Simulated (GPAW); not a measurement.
# Sb (R-3m) in GPAW: notebook

Aim: see how the results for Sb move with the level of theory and the settings. Levels: PBE, LDA. Tasks: single point.

Everything below comes from runs of GPAW 26.7.0. Logs are shortened: lines on timing, memory, paths and dates and some standing lists are left out, and cuts for length are marked. The log counts tension as positive stress, the text compression.

## 1. The structure

Symmetry: R-3m, No. 166, trigonal system. The conventional cell has a = 4.308 Å, b = 4.308 Å, c = 11.274 Å, α = 90.00°, β = 90.00°, γ = 120.00°. Sb (site symmetry 3m) is surrounded by 3 Sb at 2.91 Å.

## 2. Single point, PBE

run.py reads:

```python
from ase.dft.bandgap import bandgap
from ase.io import read, write
from ase.units import GPa
from gpaw import GPAW, PW

atoms = read('POSCAR')

calc = GPAW(mode=PW(450),
            xc='PBE',
            kpts={'size': (6, 6, 6), 'gamma': True},
            occupations={'name': 'fermi-dirac', 'width': 0.05},
            nbands=25,
            maxiter=120,
            txt='gpaw.txt')
atoms.calc = calc
energy = atoms.get_potential_energy()
forces = atoms.get_forces()
stress = atoms.get_stress()
calc.write('gs.gpw')
write('result.traj', atoms)
print(f'Energy: {energy:.6f} eV')
print('Forces (eV/A):')
print(forces.round(4))
print('Stress (GPa):', (stress / GPa).round(3))
print('Fermi level:', round(calc.get_fermi_level(), 4), 'eV')
print(f'Gap: {bandgap(calc)[0]:.4f} eV, direct: {bandgap(calc, direct=True)[0]:.4f} eV')
```

POSCAR reads:

```
Sb
1.0
    2.1542000000      1.2437279499      3.7580000000
   -2.1542000000      1.2437279499      3.7580000000
    0.0000000000     -2.4874558998      3.7580000000
Sb
2
Direct
    0.7665100000      0.7665100000      0.7665100000
    0.2334900000      0.2334900000      0.2334900000
```

Potentials or basis: GPAW PAW data sets (gpaw-data 1.2.1), pw.

Launch:

```console
$ OMP_NUM_THREADS=1 python run.py
```

gpaw.txt:

```text
__  _  _
 | _ |_)|_||  |
 |__||  | ||/\| - 26.7.0

Input parameters:
  mode=PW(ecut=450.00000000000006),
  kpts=MonkhorstPack(size=(6, 6, 6), gamma=True),
  maxiter=120,
  nbands=25,
  occupations=Occupations(name='fermi-dirac', width=0.05),
  xc=XC(name='PBE')

Diagonalizing LCAO Hamiltonian
Converting LCAO to pw mode

       Sb

       Sb

Atoms  # Å, Bohr magnetons
|   | symbol |         x |         y |        z |    initial magnetic moments |
|---|--------|-----------|-----------|----------|-----------------------------|
| 0 |     Sb |  0.000000 | -0.000000 | 8.641634 | ( 0.0000,  0.0000,  0.0000) |
| 1 |     Sb | -0.000000 | -0.000000 | 2.632366 | ( 0.0000,  0.0000,  0.0000) |

Unit cell  # Å
| periodic |         x |         y |        z |  lengths |    angles |
|----------|-----------|-----------|----------|----------|-----------|
|      yes |  2.154200 |  1.243728 | 3.758000 | 4.506662 | 57.110173 |
|      yes | -2.154200 |  1.243728 | 3.758000 | 4.506662 | 57.110173 |
|      yes |  0.000000 | -2.487456 | 3.758000 | 4.506662 | 57.110173 |

Number of symmetries: 12
Symmetry operations  # r_c * U_cc + t_c -> r_c
|    | kind |            matrix            |
|----|------|------------------------------|
|  0 |  E   |  1, 0, 0,  0, 1, 0,  0, 0, 1 |
|  1 |  σ   |  1, 0, 0,  0, 0, 1,  0, 1, 0 |
|  2 |  σ   |  0, 1, 0,  1, 0, 0,  0, 0, 1 |
|  3 |  C3  |  0, 1, 0,  0, 0, 1,  1, 0, 0 |
|  4 |  C3  |  0, 0, 1,  1, 0, 0,  0, 1, 0 |
|  5 |  σ   |  0, 0, 1,  0, 1, 0,  1, 0, 0 |
|  6 |  C2  |  0, 0,-1,  0,-1, 0, -1, 0, 0 |
|  7 |  S6  |  0, 0,-1, -1, 0, 0,  0,-1, 0 |
|  8 |  S6  |  0,-1, 0,  0, 0,-1, -1, 0, 0 |
|  9 |  C2  |  0,-1, 0, -1, 0, 0,  0, 0,-1 |
| 10 |  C2  | -1, 0, 0,  0, 0,-1,  0,-1, 0 |
| 11 |  i   | -1, 0, 0,  0,-1, 0,  0, 0,-1 |

BZ-sampling:
  Number of BZ points: 216
  Number of IBZ points: 32

  Monkhorst-Pack size: [6, 6, 6]
  Monkhorst-Pack shift: [0.08333333333333333, 0.08333333333333333, 0.08333333333333333]

K-points  # in reciprocal-cell coordinates
|     |                                coordinates |     weight |
|-----|--------------------------------------------|------------|
|   0 | (  0.00000000,   0.00000000,   0.00000000) | 0.00462963 |
|   1 | (  0.16666667,   0.00000000,  -0.16666667) | 0.02777778 |
|   2 | (  0.16666667,   0.00000000,   0.00000000) | 0.02777778 |
|   3 | (  0.16666667,   0.16666667,  -0.16666667) | 0.02777778 |
|   4 | (  0.16666667,   0.16666667,   0.00000000) | 0.02777778 |
|   5 | (  0.16666667,   0.16666667,   0.16666667) | 0.00925926 |
|   6 | (  0.33333333,  -0.16666667,  -0.16666667) | 0.02777778 |
|   7 | (  0.33333333,   0.00000000,  -0.33333333) | 0.02777778 |
|   8 | (  0.33333333,   0.00000000,  -0.16666667) | 0.05555556 |
|   9 | (  0.33333333,   0.00000000,   0.00000000) | 0.02777778 |
| ... |                                            |            |
|  31 | (  0.50000000,   0.50000000,   0.50000000) | 0.00462963 |

Plane wave coefficients: 1334
Cutoff: 450.00000000000006 eV

Spin-components: 1 (collinear spins)
Bands:           25
Projectors:      12
Spin-degeneracy: 2
Datatype:        complex128

Parallelization:
  kpt:    1
  domain: 1
  band:   1

Density:
  Valence electrons: 30.0
  Components: 1
  Grid points: [24 24 24]
  Charge: 0.0  # |e|

Potential:
  Grid points: [24 24 24]

species:
  Sb:
    name:    Antimony
    Z:       51.0
    valence: 15
    core:    36
    charge:  0.0  # [|e|]
    compensation charges:
      type: gauss
      rc: 0.36  # [Å]
      lmax: 2
    cutoffs:
      filter: 2.23  # [Å]
      core: 2.23  # [Å]
    projectors
    | kind |    occ | energy [eV] | rcut [Å] |
    |------|--------|-------------|----------|
    |   5s |  2.000 |     -12.815 |    1.154 |
    |   5p |  3.000 |      -4.830 |    1.233 |
    |   4d | 10.000 |     -33.514 |    1.196 |
    |    s |        |      14.396 |    1.154 |
    |    p |        |      22.381 |    1.233 |
    |    d |        |      -6.303 |    1.196 |

    Using partial waves for Sb as LCAO basis

Reference energy: -352563.116496  # eV

eigensolver:
  PPCG
  Converge bands: occupied
  niter=2

density mixing:
  MSR1-Mixer
  Pratt-step length: 0.05
  Maximum mixing coefficient: 0.75
  Old densities: 10
  SVD Regularization: 0.005
  Good broyden scale: 1.0
  Trust region scale: 1.0
  Backstep threshold: 4.0
  History deletion threshold: 6.0
  Fourier metric: weight=20.0, sigma=0.015

occupation numbers:
  Fermi-Dirac:
    width: 0.0500  # eV

poisson solver:
  ecut: 3600.0000000000005  # eV

xc functional:
  name: PBE with 2 nearest neighbor stencil

convergence criteria:
- Maximum [total energy] change in last 3 cyles: 0.0005 eV / valence electron
- Maximum integral of absolute [dens]ity change: 0.0001 electrons / valence electron
- Maximum integral of absolute [eigenst]ate change: 4e-08 eV^2 / valence electron
maximum number of iterations: 120

SCF iterations
|iter     | |      energy | eigst |  dens |
|---------|-|-------------|-------|-------|
|iter:   1| |   -8.729408 | +0.26 |       |
|iter:   2| |   -8.736567 | -2.12 | -1.68 |
|iter:   3| |   -8.735954c| -2.84 | -1.71 |
|iter:   4| |   -8.737390c| -3.31 | -2.22 |
|iter:   5| |   -8.737616c| -4.54 | -2.96 |
|iter:   6| |   -8.737648c| -5.70 | -3.48 |
|iter:   7| |   -8.737649c| -6.99 | -4.38c|
|iter:   8| |   -8.737649c| -7.48c| -4.85c|

Converged in 8 steps
Energy contributions relative to reference atoms: (reference = -352563.116496)

Energy contributions:
  Kinetic:           3.914814
  Coulomb:          -4.928744
  Zero:              0.398094
  External:          0.000000
  Xc:               -8.120468
  Entropy:          -0.002688
  Spinorbit:         0.000000
  ----------------------------
  Free energy:      -8.738993
  Extrapolated:     -8.737649

dipole moment: (0.000000, 0.000000, -0.000002)  # |e|*Ang

Fermi level: 6.985
Eigenvalues  # (at kpt = [0.000, 0.000, 0.000])
| band index |      eig [eV] | occ [0-2] |
|------------|---------------|-----------|
|          0 |       -22.521 |     2.000 |
|        ... |               |           |
|          7 |       -22.317 |     2.000 |
|          8 |       -22.242 |     2.000 |
|          9 |       -22.242 |     2.000 |
|         10 |        -5.765 |     2.000 |
|         11 |         2.139 |     2.000 |
|         12 |         4.866 |     2.000 |
|         13 |         5.137 |     2.000 |
|         14 |         5.137 |     2.000 |
|         15 |         9.017 |     0.000 |
|         16 |         9.635 |     0.000 |
|         17 |         9.635 |     0.000 |
|         18 |        12.086 |     0.000 |
|         19 |        12.086 |     0.000 |
|         20 |        12.215 |     0.000 |
|         21 |        13.564 |     0.000 |
|         22 |        13.978 |     0.000 |
|        ... |               |           |
|         24 |        14.677 |     0.000 |

No gap
No difference between direct/indirect transitions

Forces  # eV/Ang
|        x |        y |        z |
|----------|----------|----------|
| -0.00000 | -0.00000 | -0.05630 |  # Sb   0
|  0.00000 | -0.00000 |  0.05630 |  # Sb   1

Stress tensor  # eV/Ang^3
|         x |         y |         z |
|-----------|-----------|-----------|
| -0.006016 |  0.000000 |  0.000000 |
| -0.000000 | -0.006016 | -0.000000 |
| -0.000000 | -0.000000 | -0.004297 |

# Writing to gs.gpw (mode='')
```

It took 16 s on 1 thread of Arm Neoverse V2, shared host; peak memory 0.16 GiB.

What came out:

* Free energy: -8.7390 eV
* Pressure: 0.9 GPa
* Largest force: 0.056 eV/Å
* Band gap on the k mesh: none (metal or under the smearing width)

Forces on the atoms (eV/Å):
```
Sb   0.000  0.000 -0.056
Sb   0.000  0.000  0.056
```

Stress tensor (GPa, compression positive):
```
0.96 0.00 0.00
0.00 0.96 0.00
0.00 0.00 0.69
```

Caveat: the cutoff is short for stress and forces, so pressures can be off by a GPa or more.

## 3. Single point, LDA

run.py: that of step 2 with these lines changed.

```diff
@@ -5,6 +5,6 @@
 
-atoms = read('POSCAR')
+atoms = read('Sb.cif')
 
-calc = GPAW(mode=PW(450),
-            xc='PBE',
+calc = GPAW(mode=PW(400),
+            xc='LDA',
             kpts={'size': (6, 6, 6), 'gamma': True},
```

Sb.cif reads:

```cif
data_Sb
_cell_length_a 4.50666183
_cell_length_b 4.50666183
_cell_length_c 4.50666183
_cell_angle_alpha 57.11017317
_cell_angle_beta 57.11017317
_cell_angle_gamma 57.11017317
_space_group_name_H-M_alt 'P1'
_space_group_name_Hall 'P 1'
_space_group_IT_number 1
loop_
_space_group_symop_operation_xyz
'x,y,z'
loop_
_atom_site_label
_atom_site_type_symbol
_atom_site_symmetry_multiplicity
_atom_site_Wyckoff_symbol
_atom_site_fract_x
_atom_site_fract_y
_atom_site_fract_z
_atom_site_occupancy
Sb1 Sb 1 a 0.7665100000 0.7665100000 0.7665100000 1
Sb2 Sb 1 a 0.2334900000 0.2334900000 0.2334900000 1
```

Potentials or basis: the program's PAW data sets (release 1.2.1) made for this functional, pw.

Launch:

```console
$ OMP_NUM_THREADS=1 python run.py
```

Wall time 13 s (1 thread of Arm Neoverse V2, shared host); peak memory 0.14 GiB.

The run converged, but some of its settings lie outside the range that counts as converged, so its numbers aren't taken as properties of the crystal.

Results:

| Quantity | Value |
| --- | --- |
| Free energy | -9.9673 eV |
| Pressure | -5.2 GPa |
| Largest force | 0.091 eV/Å |
| Band gap on the k mesh | none (metal or under the smearing width) |

Caveat: the cutoff is short for stress and forces, so pressures can be off by a GPa or more.
